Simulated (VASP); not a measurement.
## Ir: equation of state with PBEsol

The system is Ir.

```
Ir
1.0
     2.75138    0.00000    0.00000
    -1.37569    2.38276    0.00000
     0.00000    0.00000    4.46229
Ir
2
Direct
  0.33333 0.66667 0.25000
  0.66667 0.33333 0.75000
```

This isn't the form of Ir at room conditions, which is fcc.

| Quantity | Value |
| --- | --- |
| Program | VASP 6.6.1 |
| Task | equation of state |
| Functional | PBEsol |
| Potentials or basis | VASP PAW PBE potentials, release 64 (Ir) |
| Cutoff | 520 eV |
| k mesh | 11 × 11 × 6 |
| Occupations | fermi-dirac, width 0.05 eV |
| Spin | no spin polarisation |

The equilibrium volume is 14.16 Å³/atom. The bulk modulus at fixed shape and positions is 385 GPa. The pressure derivative of the bulk modulus is 5.2.

Energy against volume, from the lowest point:
| volume (Å³/atom) | energy (meV/atom) |
| --- | --- |
| 13.749 | 13.86 |
| 14.042 | 0.00 |
| 14.335 | 1.43 |
| 14.627 | 16.35 |
| 14.920 | 43.13 |
| 15.212 | 80.34 |
| 15.505 | 126.69 |

All runs of the series together: 4.7 min on 1 thread of Intel(R) Xeon(R) Platinum 8375C CPU @ 2.90GHz (Ice Lake) (shared host).

Caveat: the cell was scaled at fixed shape and fractional positions, which overstates the stiffness of a crystal with free parameters, most of all of layers and chains; the PAW data sets were made with another functional, which shifts forces and pressure a little. The run has no spin-orbit coupling, so splittings on Ir are missing.
